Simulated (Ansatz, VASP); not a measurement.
# Fe in VASP and in Ansatz

File INCAR:

```
SYSTEM = Fe
PREC     = Accurate       ! precision mode
ENCUT    = 520            ! plane-wave cutoff, eV
EDIFF    = 1E-6           ! SCF threshold, eV
ISMEAR   = -1             ! smearing method
SIGMA    = 0.1            ! smearing width, eV
LREAL    = .FALSE.        ! projectors in reciprocal space
LASPH    = .TRUE.         ! aspherical terms in the spheres
NELM     = 60             ! most SCF steps
ALGO     = Normal         ! electronic algorithm
ISIF     = 2              ! what is computed and relaxed
LWAVE    = .FALSE.        ! write WAVECAR
LCHARG   = .FALSE.        ! write CHGCAR
NBANDS   = 15             ! bands
```

The input KPOINTS:

```
regular mesh
0
G
  13 13 13
  0 0 0
```

The input POSCAR:

```
Fe
1.0
    0.0000000000      2.3129021275      2.3129021275
    2.3129021275      0.0000000000      2.3129021275
    2.3129021275      2.3129021275      0.0000000000
Fe
2
Direct
    0.1250000000      0.1250000000      0.1250000000
    0.8750000000      0.8750000000      0.8750000000
```

Input for Ansatz:

```yaml
crystal:
  lattice:
    - [0.0, 2.3129021275, 2.3129021275]
    - [2.3129021275, 0.0, 2.3129021275]
    - [2.3129021275, 2.3129021275, 0.0]
  atoms:
    - { symbol: Fe, position: [0.125, 0.125, 0.125] }
    - { symbol: Fe, position: [0.875, 0.875, 0.875] }
hamiltonian:
  xc: lda
  pseudopotentials:
    kind: paw
    azcp:
      Fe: "pseudopotentials/Fe.paw.azcp"
basis:
  ecutwfc: 420
  fft_grid_basis: typed
kpoints:
  mp_grid: { grid: [13, 13, 13], shift: [0, 0, 0] }
magnetization:
  spin_polarized: false
scf:
  occupations: { method: fermi_dirac, width: 0.1 }
  lower_state_search: "off"
output:
  stress: true
```

Alike in both runs: task single point; functional LDA; k mesh 13 × 13 × 13; occupations fermi-dirac, width 0.1 eV; no spin polarisation.

|  | VASP | Ansatz |
| --- | --- | --- |
| version | VASP 6.6.1 | Ansatz 0.2.0 |
| potentials or method | VASP PAW LDA potentials, release 64 (Fe) | plane waves (420 eV) with PAW, scalar-relativistic |
| plane-wave cutoff (eV) | 520 | 420 |
| valence electrons in the cell | 16 | 32 |

```tsv
	VASP	Ansatz	Ansatz less VASP
pressure (GPa)	15.3	18.9	+3.60
```

The two sets of potentials don't hold the same shells in valence. Ansatz warned: «pseudo_functional_mismatch».

Caveats: so large a pressure means that the cell lies far from this level's equilibrium, or that cutoff or potentials fall short (VASP); the run has no spin polarisation, though such a crystal can be magnetic. Spin polarisation is off, so any magnetic state and its effect on volume and gap are missing.
